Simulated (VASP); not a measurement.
Computed with HSE06 screened hybrid, VASP's PBE PAW potentials (set 64) (plane waves; VASP).

Input for VASP

### INCAR
```
SYSTEM = CsPbI3
PREC = Accurate
ENCUT = 300
EDIFF = 1E-6
NELM = 100
ALGO = Normal
LREAL = .FALSE.
LASPH = .TRUE.
ISMEAR = 0
SIGMA = 0.01
GGA = PE
HFSCREEN = 0.2
AEXX = 0.25
LHFCALC = .TRUE.
PRECFOCK = Fast
ISYM = 3
LMAXMIX = 4
LWAVE = .FALSE.
LCHARG = .FALSE.
ISIF = 2
```

**POSCAR**
```
CsPbI3
1
    6.3422840000     0.0000000000     0.0000000000
    0.0000000000     6.3422840000     0.0000000000
    0.0000000000     0.0000000000     6.3422840000
Cs Pb I
1 1 3
Direct
  0.5000000000   0.5000000000   0.5000000000
  0.0000000000   0.0000000000   0.0000000000
  0.0000000000   0.0000000000   0.5000000000
  0.5000000000   0.0000000000   0.0000000000
  0.0000000000   0.5000000000   0.0000000000
```

**KPOINTS**
```
Automatic mesh
0
Gamma
4 4 4
0 0 0
```

POTCAR, in this order: Cs_sv Pb_d I (PBE.64 set). Program: vasp_std.

Output

File OUTCAR:
```
 ion  position               nearest neighbor table
   1  0.500  0.500  0.500-
   2  0.000  0.000  0.000-   3 3.17   4 3.17   5 3.17   3 3.17   5 3.17   4 3.17
   3  0.000  0.000  0.500-   2 3.17   2 3.17
   4  0.500  0.000  0.000-   2 3.17   2 3.17
   5  0.000  0.500  0.000-   2 3.17   2 3.17
  LATTYP: Found a simple cubic cell.
 ALAT       =     6.3422840000
 Subroutine PRICEL returns:
 Original cell was already a primitive cell.
 Subroutine GETGRP returns: Found 48 space group operations
The static configuration has the point symmetry O_h .
The dynamic configuration has the point symmetry O_h .
 Subroutine INISYM returns: Found 48 space group operations
 Subroutine IBZKPT returns following result:
 Found     10 irreducible k-points:

 Following reciprocal coordinates:
            Coordinates               Weight
  0.000000  0.000000  0.000000      1.000000
  0.250000  0.000000  0.000000      6.000000
  0.500000  0.000000  0.000000      3.000000
  0.250000  0.250000  0.000000     12.000000
  0.500000  0.250000  0.000000     12.000000
  0.500000  0.500000  0.000000      3.000000
  0.250000  0.250000  0.250000      8.000000
  0.500000  0.250000  0.250000     12.000000
  0.500000  0.500000  0.250000      6.000000
  0.500000  0.500000  0.500000      1.000000
 Subroutine IBZKPT_HF returns following result:
   k-points           NKPTS =     10   k-points in BZ     NKDIM =     64   number of bands    NBANDS=     26
   number of dos      NEDOS =    301   number of ions     NIONS =      5
   total plane-waves  NPLWV =  46656
   dimension x,y,z NGX =    36 NGY =   36 NGZ =   36
   dimension x,y,z NGXF=    72 NGYF=   72 NGZF=   72
   ions per type =               1   1   3
   PREC   = accura    normal or accurate (medium, high low for compatibility)
   ISTART =      0    job   : 0-new  1-cont  2-samecut
   ICHARG =      2    charge: 1-file 2-atom 10-const
   ISPIN  =      1    spin polarized calculation?
...
```

### OSZICAR
```
       N       E                     dE             d eps       ncg     rms          rms(c)
DAV:   1    -0.703009493676E+04   -0.70301E+04   -0.13604E+04   560   0.918E+02
DAV:   2    -0.731745260785E+04   -0.28736E+03   -0.28323E+03   690   0.262E+02
DAV:   3    -0.734727790199E+04   -0.29825E+02   -0.29774E+02   590   0.100E+02
DAV:   4    -0.734832392570E+04   -0.10460E+01   -0.10452E+01   780   0.243E+01
DAV:   5    -0.169526597553E+02    0.73314E+04   -0.23555E+01   636   0.424E+01    0.720E+00
DAV:   6    -0.167427520836E+02    0.20991E+00   -0.18202E+00   578   0.782E+00    0.581E+00
DAV:   7    -0.167222034485E+02    0.20549E-01   -0.45316E-01   740   0.296E+00    0.460E+00
DAV:   8    -0.167234885448E+02   -0.12851E-02   -0.46995E-02   642   0.103E+00    0.294E+00
DAV:   9    -0.167220944684E+02    0.13941E-02   -0.61539E-03   668   0.453E-01    0.170E+00
DAV:  10    -0.167216613001E+02    0.43317E-03   -0.16450E-03   624   0.245E-01    0.933E-01
DAV:  11    -0.167216795548E+02   -0.18255E-04   -0.64156E-04   632   0.152E-01    0.493E-01
DAV:  12    -0.167217615495E+02   -0.81995E-04   -0.25664E-04   622   0.956E-02    0.256E-01
DAV:  13    -0.167218211832E+02   -0.59634E-04   -0.11504E-04   686   0.620E-02    0.134E-01
DAV:  14    -0.167218559248E+02   -0.34742E-04   -0.56070E-05   598   0.410E-02    0.714E-02
DAV:  15    -0.167218743228E+02   -0.18398E-04   -0.28761E-05   572   0.283E-02    0.393E-02
DAV:  16    -0.167218834053E+02   -0.90825E-05   -0.14955E-05   600   0.194E-02    0.228E-02
DAV:  17    -0.167218877020E+02   -0.42966E-05   -0.76667E-06   504   0.135E-02    0.140E-02
DAV:  18    -0.167218897665E+02   -0.20645E-05   -0.41670E-06   474   0.981E-03    0.930E-03
DAV:  19    -0.167218906692E+02   -0.90274E-06   -0.21596E-06   454   0.677E-03
   1 F= -.16721891E+02 E0= -.16721891E+02  d E =-.590892E-50
```

**OUTCAR**
```
------------------------ aborting loop because EDIFF is reached ----------------------------------------
  FORCE on cell =-STRESS in cart. coord.  units (eV):
  Direction    XX          YY          ZZ          XY          YZ          ZX
  --------------------------------------------------------------------------------------
  Total        0.0778679      0.0778679      0.0778679      0.0000000      0.0000000     -0.0000000
  in kB        0.4890259      0.4890259      0.4890259      0.0000000      0.0000000     -0.0000000
  external PRESSURE =       0.4890259 kB  Pullay stress =       0.0000000 kB
  volume of cell :      255.12
      direct lattice vectors                 reciprocal lattice vectors
     6.342284000  0.000000000  0.000000000     0.157671905  0.000000000  0.000000000
     0.000000000  6.342284000  0.000000000     0.000000000  0.157671905  0.000000000
     0.000000000  0.000000000  6.342284000     0.000000000  0.000000000  0.157671905
 POSITION                                       TOTAL-FORCE (eV/Angst)
 -----------------------------------------------------------------------------------
      3.17114      3.17114      3.17114         0.000000      0.000000      0.000000
      0.00000      0.00000      0.00000         0.000000      0.000000      0.000000
      0.00000      0.00000      3.17114         0.000000      0.000000      0.000000
      3.17114      0.00000      0.00000         0.000000      0.000000      0.000000
      0.00000      3.17114      0.00000         0.000000      0.000000      0.000000
 -----------------------------------------------------------------------------------
    total drift:                               -0.000004     -0.000006     -0.000001
  FREE ENERGIE OF THE ION-ELECTRON SYSTEM (eV)
  ---------------------------------------------------
  free  energy   TOTEN  =       -16.7218906692 eV

  energy  without entropy=      -16.7218906692  energy(sigma->0) =      -16.72189067

  exchange ACFDT corr.  =         0.00000000  see jH, gK, PRB 81, 115126
```
(Selected blocks of OUTCAR.)

At this cut-off the stress carries a Pulay error, which pulls relaxed volumes low.

The structure comes from a computed database's CsPbI3 entry; how it stands against other phases isn't given here. The cell was not relaxed at this level. The run is one of a series of settings (KPOINTS 4×4×4 Γ-centred mesh against the base run), some of them coarse on purpose.
